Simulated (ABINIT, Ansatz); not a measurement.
Given: the input of a run of ABINIT 10.8.3 (patched build) on Si. The given cell was strained at random by a few per cent at fixed volume. This isn't the form of Si at room conditions, which is diamond.

Contents of run.abi:

```
# Pseudopotentials
pp_dirpath "./"
pseudos "Si.GGA_PBE-JTH.xml"

# Structure
acell 4.8125344012 4.7011661815 4.842941323
rprim
     0.9999750531    -0.0068901376    -0.0015553562
    -0.0070533614     0.9999750747     0.0003163501
    -0.0015455907     0.0003070891     0.9999987584
ntypat 1
znucl 14
natom 1
typat 1
xred
     0.4979460000     0.5014160000     0.4862580000
chkprim 0
chksymtnons 0
tolsym 1.0e-6

# Plane-wave basis
ecut 15.0
pawecutdg 30.0
pawxcdev 0

# k points
kptopt 1
ngkpt 10 10 10
nshiftk 1
shiftk 0.0 0.0 0.0

# Exchange and correlation
ixc 11

# Bands and occupations
nband 6
occopt 3
tsmear 0.05 eV

# SCF cycle
nstep 100
tolvrs 1.0e-9

# Output
iomode 3
prtwf 0
prtden 0
prteig 0
prtebands 0
enunit 2
```

Potentials or basis: JTH PAW PBE v2.0.

Launch:

```bash
$ abinit run.abi > log 2>&1
```

Q: Translate it to Ansatz 0.2.0. Potentials or basis there: Ansatz PAW, cutoff 420 eV.

A: As run (cutoffs and basis follow the program's own potentials, and thresholds, step limits or extra output files can differ):

The input input.yaml:

```yaml
crystal:
  lattice:
    - [2.54662, -0.017547, -0.003961]
    - [-0.017547, 2.487688, 0.000787]
    - [-0.003961, 0.000787, 2.562771]
  atoms:
    - { symbol: Si, position: [0.497946, 0.501416, 0.486258] }
hamiltonian:
  xc: pbe
  pseudopotentials: { kind: paw }
kpoints:
  mp_grid: { grid: [10, 10, 10] }
scf:
  occupations: { method: fermi_dirac, width: 0.05 }
output:
  forces: true
  stress: true
  eigenvalues: true
```

Potentials or basis: Ansatz PAW.

Command:

```bash
$ ansatz run input.yaml --threads 1 --pin off --max-ram 3584MiB --backend cpu --events-out ev --progress --plain --runs-dir out
```

Both were run:

|  | ABINIT | Ansatz |
| --- | --- | --- |
| Pressure | 0.4 GPa | 0.5 GPa |
| Energy over the undisturbed cell | 9.6 meV/atom | 9.6 meV/atom |

Ansatz's pressure holds a Pulay term of +0.02 GPa for its cutoff of 420 eV, which the other run lacks.

Where Ansatz's input types no cutoff or centring, it takes its own default and a Γ-centred mesh.

Pressure is positive in compression.
